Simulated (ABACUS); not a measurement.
SiC (Moissanite 3C) under changes of volume

One of the cells (10.346 Å³/atom); the others are scaled copies at fixed shape and fractional positions:

```
Si C
1.0
     0.00000    2.17900    2.17900
     2.17900    0.00000    2.17900
     2.17900    2.17900    0.00000
Si C
1 1
Direct
  0.00000 0.00000 0.00000
  0.75000 0.75000 0.75000
```

```yaml
Program: ABACUS 3.10.1
Functional: PBEsol
Potentials_or_basis: PseudoDojo NC SR 0.4.1 PBEsol standard
Cutoff: 1116 eV
Density_cutoff: 4463 eV
Basis: plane waves
k_mesh: 10 × 10 × 10
Occupations: fermi-dirac, width 0.05 eV
Spin: no spin polarisation
```

```csv
volume (Å³/atom),energy over the lowest point (meV/atom),pressure (GPa),gap on the mesh (eV)
9.725,?,?,?
9.932,11.98,9.6,1.20
10.139,2.85,4.5,1.22
10.346,0.00,-0.1,1.24
10.553,2.85,-4.3,1.26
10.760,10.86,-8.1,1.27
10.967,23.56,-11.6,1.29
```

Q: What does the run at 9.725 Å³/atom give?

A: Energy over the lowest point 28.03 meV/atom; pressure 15.2 GPa; gap on the mesh 1.18 eV.

Worked out: A Birch-Murnaghan fit of order 3 (a polynomial in V^(-2/3)) to the other rows has its minimum at 10.34 Å³/atom with B0 = V·E''(V) = 220 GPa and B' = 3.9. It gives 28.04 meV/atom at 9.725 Å³/atom, against the run's 28.03, and -dE/dV = 15.3 GPa, against 15.2. A straight line through the other rows of the gap, of slope 0.894 eV per unit of ln V, extrapolates to 1.18 eV, against the run's 1.18.

Energies are extrapolated to zero smearing.

A mesh can miss the band edges.
